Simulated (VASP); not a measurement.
# BaS (Fm-3m) in VASP: a series of runs, part 2 of 2

VASP 6.6.1. Earlier steps stand in the parts before.

### Step 4. Single point, PBE

This run uses another cell than the first one, of 33.21 Å³/atom, 1.031 times its volume.

Contents of INCAR:

```
PREC = Accurate
ENCUT = 520
EDIFF = 1E-7
ISMEAR = 0
SIGMA = 0.02
LREAL = False
LASPH = True
NELM = 60
ALGO = Fast
ISIF = 2
LWAVE = False
LCHARG = False
GGA = PE
NBANDS = 15
```

Contents of KPOINTS:

```
Automatic mesh
0
Gamma
  8 8 8
```

Contents of POSCAR:

```
BaS
1.0
    0.0000000000      3.2143926808      3.2143926808
    3.2143926808      0.0000000000      3.2143926808
    3.2143926808      3.2143926808      0.0000000000
Ba S
1 1
Direct
    0.0000000000      0.0000000000      0.0000000000
    0.5000000000      0.5000000000      0.5000000000
```

Potentials or basis: VASP PAW PBE potentials, release 64 (Ba_sv, S).

Launch:

```console
$ cat potpaw_PBE.64/Ba_sv/POTCAR potpaw_PBE.64/S/POTCAR > POTCAR
$ mpirun -np 1 vasp_std > vasp.out
```

OUTCAR:

```text
PREC = Accurate
   ENCUT = 520
   EDIFF = 1E-7
   ISMEAR = 0
   LREAL = False
   LASPH = True
   NELM = 60
   ISIF = 2
   GGA = PE

 ion  position               nearest neighbor table
   1  0.000  0.000  0.000-   2 3.21   2 3.21   2 3.21   2 3.21   2 3.21   2 3.21
   2  0.500  0.500  0.500-   1 3.21   1 3.21   1 3.21   1 3.21   1 3.21   1 3.21

  LATTYP: Found a face centered cubic cell.
 ALAT       =     6.4287853616

  Lattice vectors:

 A1 = (   0.0000000000,   3.2143926808,   3.2143926808)
 A2 = (   3.2143926808,   0.0000000000,   3.2143926808)
 A3 = (   3.2143926808,   3.2143926808,   0.0000000000)

Analysis of symmetry for initial positions (statically):
=====================================================================
 Subroutine PRICEL returns:
 Original cell was already a primitive cell.

 Routine SETGRP: Setting up the symmetry group for a
 face centered cubic supercell.

 Subroutine GETGRP returns: Found 48 space group operations
 (whereof 48 operations were pure point group operations)
 out of a pool of 48 trial point group operations.

The static configuration has the point symmetry O_h .

Analysis of symmetry for dynamics (positions and initial velocities):
[... 180 lines left out ...]
     10       5.2200      0.00000
     11       5.2200      0.00000
     12       5.2200      0.00000
     13       6.1256      0.00000
     14       6.1256      0.00000
[... 401 lines left out ...]
      2     -10.6940      2.00000
      3     -10.0199      2.00000
      4      -9.9369      2.00000
      5      -8.1044      2.00000
      6      -0.0985      2.00000
      7       0.5126      2.00000
      8       0.5823      2.00000
      9       6.0147      0.00000
     10       6.1873      0.00000
     11       7.9295      0.00000
     12       8.1346      0.00000
     13       9.0901      0.00000
     14      10.0099      0.00000
     15      10.6321      0.00000

 [... further k-points ...]

------------------------ aborting loop because EDIFF is reached ----------------------------------------

  FORCE on cell =-STRESS in cart. coord.  units (eV):
  Direction    XX          YY          ZZ          XY          YZ          ZX
  --------------------------------------------------------------------------------------
  -------------------------------------------------------------------------------------
  Total        0.2243330      0.2243330      0.2243330      0.0000000      0.0000000      0.0000000
  in kB        5.4109922      5.4109922      5.4109922      0.0000000      0.0000000      0.0000000
  external PRESSURE =       5.4109922 kB  Pullay stress =       0.0000000 kB

 VOLUME and BASIS-vectors are now :
 -----------------------------------------------------------------------------
  energy-cutoff  :      520.00
  volume of cell :       66.42
      direct lattice vectors                 reciprocal lattice vectors
     0.000000000  3.214392681  3.214392681    -0.155550379  0.155550379  0.155550379
     3.214392681  0.000000000  3.214392681     0.155550379 -0.155550379  0.155550379
     3.214392681  3.214392681  0.000000000     0.155550379  0.155550379 -0.155550379

 POSITION                                       TOTAL-FORCE (eV/Angst)
 -----------------------------------------------------------------------------------
      0.00000      0.00000      0.00000        -0.000000     -0.000000      0.000000
      3.21439      3.21439      3.21439         0.000000      0.000000     -0.000000
 -----------------------------------------------------------------------------------
    total drift:                                0.000000      0.000000      0.000000

  FREE ENERGIE OF THE ION-ELECTRON SYSTEM (eV)
  ---------------------------------------------------
  free  energy   TOTEN  =       -10.1926968594 eV

  energy  without entropy=      -10.1926968594  energy(sigma->0) =      -10.19269686
```

OSZICAR:

```text
N       E                     dE             d eps       ncg     rms          rms(c)
DAV:   1     0.848831517735E+02    0.84883E+02   -0.67433E+03   870   0.922E+02
DAV:   2    -0.554086618633E+01   -0.90424E+02   -0.81097E+02  1152   0.171E+02
DAV:   3    -0.105577872471E+02   -0.50169E+01   -0.49767E+01  1167   0.420E+01
DAV:   4    -0.106774526753E+02   -0.11967E+00   -0.11965E+00  1114   0.635E+00
DAV:   5    -0.106805069697E+02   -0.30543E-02   -0.30542E-02  1206   0.847E-01    0.470E+00
RMM:   6    -0.101774465834E+02    0.50306E+00   -0.69125E-01   916   0.308E+00    0.328E+00
RMM:   7    -0.101784651158E+02   -0.10185E-02   -0.16864E-01  1072   0.180E+00    0.206E+00
RMM:   8    -0.101961625801E+02   -0.17697E-01   -0.36288E-02   947   0.143E+00    0.785E-01
RMM:   9    -0.101926584504E+02    0.35041E-02   -0.33289E-03  1183   0.335E-01    0.510E-01
RMM:  10    -0.101927851301E+02   -0.12668E-03   -0.65745E-03  1142   0.310E-01    0.316E-01
RMM:  11    -0.101927145250E+02    0.70605E-04   -0.48911E-04  1050   0.147E-01    0.123E-01
RMM:  12    -0.101927080129E+02    0.65121E-05   -0.11152E-04  1181   0.588E-02    0.501E-02
RMM:  13    -0.101926956563E+02    0.12357E-04   -0.63306E-05  1139   0.335E-02    0.740E-03
RMM:  14    -0.101926964229E+02   -0.76656E-06   -0.73960E-06  1245   0.129E-02    0.444E-03
RMM:  15    -0.101926967731E+02   -0.35019E-06   -0.16394E-06  1215   0.539E-03    0.190E-03
RMM:  16    -0.101926968594E+02   -0.86383E-07   -0.33732E-07  1006   0.215E-03
   1 F= -.10192697E+02 E0= -.10192697E+02  d E =-.184812E-40
```

stdout:

```text
POSCAR found type information on POSCAR BaS
 POSCAR found :  2 types and       2 ions
 scaLAPACK will be used
 LDA part: xc-table for (Slater+PW92), standard interpolation
 POSCAR, INCAR and KPOINTS ok, starting setup
 FFT: planning ... GRIDC
 FFT: planning ... GRID_SOFT
 FFT: planning ... GRID
 WAVECAR not read
 entering main loop
WARNING in EDDRMM: call to ZHEGV failed, returncode =   6  3      9
```

Wall time 26 s (1 thread of Intel Xeon Platinum 8488C (Sapphire Rapids), shared host); peak memory 0.21 GiB.

What came out:

```
Free energy            : -10.1927 eV
Pressure               : 0.5 GPa
Band gap on the k mesh : 2.14 eV, indirect (least direct gap 2.29 eV)
```

Caveat: spin-orbit coupling is left out, which moves the levels of the heavy elements.

### Step 5. Single point, PBE

This run uses another cell than the first one, of 33.21 Å³/atom, 1.031 times its volume.

Contents of INCAR:

```
SYSTEM = BaS
PREC = Accurate
ENCUT = 520
EDIFF = 1E-6
ISMEAR = 0
SIGMA = 0.02
LREAL = .FALSE.
LASPH = .TRUE.
NELM = 60
ALGO = Normal
ISIF = 2
LWAVE = .FALSE.
LCHARG = .FALSE.
GGA = PE
NBANDS = 15
```

Contents of KPOINTS:

```
regular mesh
0
G
  8 8 8
  0 0 0
```

POSCAR is that of step 4.

Launch:

```console
$ cat potpaw_PBE.64/Ba_sv/POTCAR potpaw_PBE.64/S/POTCAR > POTCAR
$ mpirun -np 1 vasp_std > vasp.out
```

Wall time 15 s (1 thread of Intel Xeon 6975P-C (Granite Rapids), shared host); peak memory 0.21 GiB.

The run converged. Its results:

```yaml
Free_energy: -10.1927 eV
Pressure: 0.5 GPa
Band_gap_on_the_k_mesh: 2.14 eV, indirect (least direct gap 2.29 eV)
```

Levels at points of the mesh, in eV from the valence-band top:
| k point | band 5 | band 6 | band 7 | band 8 | band 9 | band 10 | band 11 | band 12 |
| --- | --- | --- | --- | --- | --- | --- | --- | --- |
| (0.00, 0.00, 0.00) | -10.33 | 0.00 | 0.00 | 0.00 | 3.51 | 3.87 | 3.87 | 3.87 |
| (0.50, 0.00, 0.00) | -9.18 | -1.89 | -1.05 | -1.05 | 5.48 | 5.63 | 6.23 | 6.23 |
| (0.50, 0.50, 0.00) | -10.24 | -0.54 | -0.15 | -0.15 | 2.14 | 5.88 | 5.91 | 7.39 |

Caveat: spin-orbit coupling is left out, which moves the levels of the heavy elements.

### Step 6. The runs side by side

```tsv
cell	gap on the mesh (eV)	pressure (GPa)
Fm-3m, 32.22 Å³/atom	2.09	2.0
Fm-3m, 30.22 Å³/atom	1.96	5.6
Fm-3m, 33.21 Å³/atom	2.14	0.5
```

Alike in all rows: task single point; level PBE; potentials or basis VASP PAW PBE potentials, release 64 (Ba_sv, S); no spin polarisation; k mesh 8 × 8 × 8; cutoff (eV) 520; smearing gaussian 0.02 eV.

On the cell as given the gap runs from 1.96 eV (PBE) to 2.14 eV (PBE).

Caveats: spin-orbit coupling is left out, which moves the levels of the heavy elements.

Absolute energies hang on the potentials; compare differences alone.

### Step 7. Against experiment

Step 2. Against the measured gap of BaS, 3.806 eV (indirect; 2 K; a printed reference work, monograph, original work of 1988), the calculated 2.09 eV is off by -1.72 eV. Spin-orbit coupling on Ba is left out. The value is that of PBE on a finite k mesh, which can miss the band edges, without temperature or zero-point motion. Semilocal functionals fall short of measured gaps as a rule.

Step 3. Against the measured gap of BaS, 3.806 eV (indirect; 2 K; a printed reference work, monograph, original work of 1988), the calculated 1.96 eV is off by -1.84 eV. Spin-orbit coupling on Ba is left out. The value is that of PBE on a finite k mesh, which can miss the band edges, without temperature or zero-point motion. Semilocal functionals fall short of measured gaps as a rule.

Step 4. A measured gap of BaS is 3.806 eV (indirect; 2 K; a printed reference work, monograph, original work of 1988); the calculated 2.14 eV misses it by -1.67 eV. Spin-orbit coupling on Ba is left out. The value is that of PBE on a finite k mesh, which can miss the band edges, without temperature or zero-point motion. Semilocal functionals fall short of measured gaps as a rule.

Step 5. Measured gap of BaS: 3.806 eV (indirect; 2 K; a printed reference work, monograph, original work of 1988). This calculation gives 2.14 eV (-1.67 eV). Spin-orbit coupling on Ba is left out. The value is that of PBE on a finite k mesh, which can miss the band edges, without temperature or zero-point motion. Semilocal functionals fall short of measured gaps as a rule.
